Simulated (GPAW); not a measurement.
**Equation of state of Si under optB88-vdW**

The structure is cubic, space group Fd-3m (No. 227). The conventional cell has a = 5.444 Å, b = 5.444 Å, c = 5.444 Å, α = 90.00°, β = 90.00°, γ = 90.00°. Around Si (site symmetry -43m) lie 4 Si at 2.36 Å.

The cell was scaled at fixed shape and fractions and run with GPAW, GPAW PAW data sets (gpaw-data 1.2.1), cutoff 600 eV; optB88-vdW, k mesh 8 × 8 × 8 on the cell of 2 atoms, fermi-dirac occupations of 0.05 eV, no spin polarisation, no spin-orbit coupling. The potentials were made for PBE. Energies are those that the program minimises, any entropy of the smearing included.

```csv
V (Å³/atom),energy over the lowest row (meV/atom)
18.9549,41.15
19.3582,22.57
19.7615,9.90
20.1648,?
20.5681,0.00
20.9714,1.87
21.3746,7.69
```

Problem. Fit the third-order Birch-Murnaghan form, give V0, B0 and B′, and predict the energy left open.

Solution. With y = (V0/V)^(2/3), E = E0 + (9 V0 B0/16) [(y - 1)³ B′ + (y - 1)² (6 - 4y)]. Least squares through the rows shown give V0 = 20.5925 Å³/atom, E0 = 0.00 meV, B0 = 88.27 GPa (1 eV/Å³ = 160.218 GPa) and B′ = 3.98, with a largest miss of 0.01 meV. At V = 20.1648 the form with these constants gives 2.53 meV; the run gave 2.51 meV an atom. Measured volume: 20.02 Å³/atom at 293.15 K (arxiv:1010.2317), so the fit lies +2.9 % from it. The runs are for a static lattice.

The fit recovers the omitted energy closely, 2.53 against 2.51 meV per atom, which supports the smoothness of the curve near its minimum but says nothing about the accuracy of the functional. B′ = 3.98 means that the lattice stiffens under compression. Silicon's resistance to volume change comes from its directional sp³ bonds: shortening them raises the kinetic energy and Pauli repulsion steeply, while stretching them weakens the orbital overlap more gradually.

The equilibrium volume is too large by 2.9 %, and the bulk modulus of 88.27 GPa is softer than experiment. The two errors belong together, since longer covalent bonds have lower curvature. The likely cause is the exchange part of the functional, perhaps with a contribution from the mismatched PAW data sets. Lattice vibrations don't explain the excess volume, because zero-point motion and net thermal expansion to room temperature would enlarge the cell further. Uniform scaling of the diamond structure also leaves open the pressure at which silicon would transform to a denser, metallic phase.
